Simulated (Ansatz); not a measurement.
Structure from Materials Project entry mp-74 (possibly hypothetical), not relaxed further.

An input for Rh and the output that it gave: DFT, LDA, all-electron PAW with datasets made for the crystal, scalar-relativistic (Ansatz 0.2.0).

Command: `ansatz run input.yaml --threads 1 --pin off --max-ram 2048MiB --backend cpu --events-out ev --progress --plain --runs-dir out` The run took 9.2 s on 1 thread of Arm Neoverse V2, with other jobs on the host, peak memory 0.41 GiB.

```yaml
crystal:
  lattice:
    - [0.0, 1.9029860865, 1.9029860865]
    - [1.9029860865, 0.0, 1.9029860865]
    - [1.9029860865, 1.9029860865, 0.0]
  atoms:
    - { symbol: Rh, position: [0.0, 0.0, 0.0] }
kpoints:
  mp_grid: { grid: [18, 18, 18] }
  band_path:
    path:
      - [0.0, 0.0, 0.0]
      - [0.5, 0.0, 0.5]
      - [0.625, 0.25, 0.625]
      - [0.375, 0.375, 0.75]
      - [0.0, 0.0, 0.0]
      - [0.5, 0.5, 0.5]
      - [0.5, 0.25, 0.75]
      - [0.5, 0.0, 0.5]
    npoints: 8
scf:
  occupations: { method: fermi_dirac, width: 0.05 }
hamiltonian:
  xc: lda
  pseudopotentials: { kind: all_electron, datasets: crystal }
output:
  forces: true
  stress: true
  eigenvalues: true
  efg: { contact_densities: true }
```

Output:

```
hamiltonian.pseudopotentials.datasets: crystal makes datasets for this crystal and solves the spheres of its atoms anew in each pass: cutoff 300.0 eV, the density's 1200.0 eV; for an error of 0.50 meV an atom under PBE, 0.5 meV for the cell; an energy difference from a run of another recipe may be off by several times the error for the cell, under r2SCAN by more, where some 0.1 meV an atom stays at smaller errors; Rh in spheres of 1.344 Å, 9 of its electrons in bands, 8 on its site; only band paths and densities of states list, in semicore columns, the levels of the semicore shells that are solved separately: 4s of Rh, 4p of Rh
Rh: output.efg is read without spin–orbit coupling, which moves field gradients at and beside such atoms by some per cent and up to a factor of two; PAW files take it under magnetization.noncollinear and magnetization.spin_orbit
Engine: ansatz 0.2.0
Pseudopotentials: kind: all_electron
Pseudopotential: Rh, paw, valence charge 17, recommended cutoff 300 eV (normal), Koelling and Harmon's equation, gaussian nucleus
Functional definition: SPW92
  exchange = slater_x
  correlation = pw_c
Crystal: 1 atoms, lattice volume = 13.783 Å³
Basis set: ecut = 300 eV, 169 PW (Γ)
Bands: 9, of which v1, the nominal top of the filled ones, is band 5 counted from 1 (4 counted from 0)
Symmetry: 48 space group operations
Space group: Fm-3m (ITA 225), of the structure as read, at distance tolerance 2.4e-5 Å
k-points: 195 of 5832
Non-local potential: Rh, projectors of the file, l = 0: 1, l = 1: 1, l = 2: 2
PAW form: soft (Blöchl's): semilocal exchange-correlation on the pseudo side does not see the compensation charge
PAW one-centre angular grid: Rh, 590 points (default); XC on its mesh's 1871 points in the sphere
Initial density: superposition of atomic densities (neutral atoms: chi_scale 0, normalization atom)
Initial wavefunctions: pseudopotential atomic-orbital guess
Functional: x = slater, c = lda
iter 1 solved again at ethr=2.97e-2 eV; its pass at ethr=1.00e-1 eV (dr2=2.67e0 eV) is discarded
SCF iter   1: F=—  HF=-130063.983059 eV  |F-HF|=—  |Δ(HF+E_count)|=         —  Δρ=1.48e-1  dr2=2.78e0  ethr=2.97e-2  ⟨swp⟩=2.1  Hψ=10614  notcnv=0
preconditioner: auto → none  [metal: Δε(μ)=0.021 eV  Ē_g=13.410 eV  σ=0.050 eV  W_gap=0.10  n_scr=0 (ndim 8)  ℏωp=30.0 eV  f_vac=0.000  D(μ)=1.15/eV (n_scr^D=14)]
iter 2 solved again at ethr=4.26e-4 eV; its pass at ethr=2.97e-2 eV (dr2=3.83e-2 eV) is discarded
SCF iter   2: F=—  HF=-130063.246714 eV  |F-HF|=—  |Δ(HF+E_count)|=   7.36e-1  Δρ=1.98e-2  dr2=3.87e-2  ethr=4.26e-4  ⟨swp⟩=2.6  Hψ=7772  notcnv=0  defer=21
SCF iter   3: F=—  HF=-130063.191837 eV  |F-HF|=—  |Δ(HF+E_count)|=   5.49e-2  Δρ=8.40e-3  dr2=7.55e-3  ethr=4.26e-4  ⟨swp⟩=3.1  Hψ=5028  notcnv=0  defer=2
SCF iter   4: F=—  HF=-130063.182902 eV  |F-HF|=—  |Δ(HF+E_count)|=   8.93e-3  Δρ=2.39e-3  dr2=4.46e-4  ethr=8.39e-5  ⟨swp⟩=2.1  Hψ=4271  notcnv=0  defer=3
SCF iter   5: F=—  HF=-130063.181243 eV  |F-HF|=—  |Δ(HF+E_count)|=   1.66e-3  Δρ=5.36e-4  dr2=2.01e-5  ethr=4.95e-6  ⟨swp⟩=2.0  Hψ=2883  notcnv=0
SCF iter   6: F=—  HF=-130063.181957 eV  |F-HF|=—  |Δ(HF+E_count)|=   7.14e-4  Δρ=2.56e-4  dr2=1.38e-6  ethr=2.23e-7  ⟨swp⟩=2.6  Hψ=4249  notcnv=0
SCF iter   7: F=—  HF=-130063.181958 eV  |F-HF|=—  |Δ(HF+E_count)|=   7.44e-7  Δρ=5.06e-5  dr2=7.53e-8  ethr=1.54e-8  ⟨swp⟩=2.2  Hψ=2780  notcnv=0
SCF iter   8: F=-130063.181958 eV  HF=-130063.181958 eV  |F-HF|=3.35e-10  |Δ(HF+E_count)|=   6.36e-8  Δρ=3.97e-6  dr2=1.62e-9  ethr=8.37e-10  ⟨swp⟩=2.0  Hψ=2725  notcnv=0
SCF 1 converged in 8 iterations: F = -130063.181964 eV  dr2 = 1.62e-9
  Residual-converged pass: ⟨swp⟩=3.1  Hψ=3542  notcnv=0  max |occ|·‖R‖ = 3.7e-6 eV (tolerance 3.7e-6 eV)  dr2=1.60e-9  dr2_onsite=2.03e-9  max |Δocc| = 5.1e-10
  greatest PAW one-centre occupation: 0.745 electrons in one spin orbital (limit 2), on the Rh atom at site 0 (counted from 0), in its partial waves of l = 2
NSCF: frozen V_eff on 57 k-points
SCF converged after 8 iterations
Free energy (F): -130063.181964 eV
Harris-Foulkes:  -130063.181964 eV  (|F-HF|=3.35e-10)
Internal energy: -130063.171019 eV  (E = F + TS)
E sigma→0 (E₀):  -130063.176492 eV
Entropy (-TS):   -0.010944 eV (-10.944 meV/atom)
Past the cutoff: the bands carry plane waves up to 1.75 times it, of which those up to 1.5 times it add -0.000543 eV an atom, each by itself; the spheres take 0.000268 eV an atom off the energy for waves past 1.75 times it
By the cutoff:   a pressure is off by up to 0.009 GPa (1.2 times the spheres' own share and the shells' term, over an atom's volume, and 0.004 GPa: a bound that held against runs at twice the plane waves)
Past the cutoffs: a stress includes 0.0072 GPa for waves and charges beyond them, in addition to the slope of what the spheres take
In the spheres:  the bands' charges fall short by 1.6e-6 e at most (sound up to 1e-3), those of shells solved beside the bands by 2.8e-7 e (sound up to 5e-4)
Fermi energy:    24.189444 eV
--- Per-component energies (eV) ---
  The terms above E_closure are by the made datasets' own strengths, without shells solved beside the bands.
--- Forces (eV/Å), atoms counted from 1 ---
  atom   1  Rh     0.00000000    -0.00000000    -0.00000000
  max |Σ_I F_I| component: 7.40e-32 eV/Å
--- Stress (GPa, compression-positive) ---
      -11.801109       0.000000       0.000000
        0.000000     -11.801109       0.000000
       -0.000000       0.000000     -11.801109
  P = ⅓ Tr σ = -11.8011 GPa (-118.011 kbar)
  It holds what live shells' own plane waves past their cutoff add
--- PAW observables at the nuclei: V_zz in 10²¹ V/m², potentials from the cell's mean, atoms counted from 1 ---
  atom   1  Rh V_zz =    +0.000000   η = 0.0000   by run symmetry: forbidden
            electrostatic potential = -7025.486962 V   contact ρ = 786629.634650 e/Å³
--- Band table (eV; the first three rows and the last of 195) ---
  k-point 0: bands = ["16.1461", "21.0839", "21.0839", "21.0839", "23.2003", "23.2003", "39.9523"]
  k-point 1: bands = ["16.2705", "21.0283", "21.1330", "21.1330", "23.1725", "23.1725", "40.1326"]
  k-point 2: bands = ["16.6275", "20.8891", "21.2615", "21.2615", "23.1126", "23.1126", "40.6156"]
  k-point 194: bands = ["19.1070", "19.9228", "20.8426", "23.0498", "25.1751", "32.9615", "34.4326"]
```

Spin polarisation is left out, and whether a magnetic state lies lower isn't shown here.
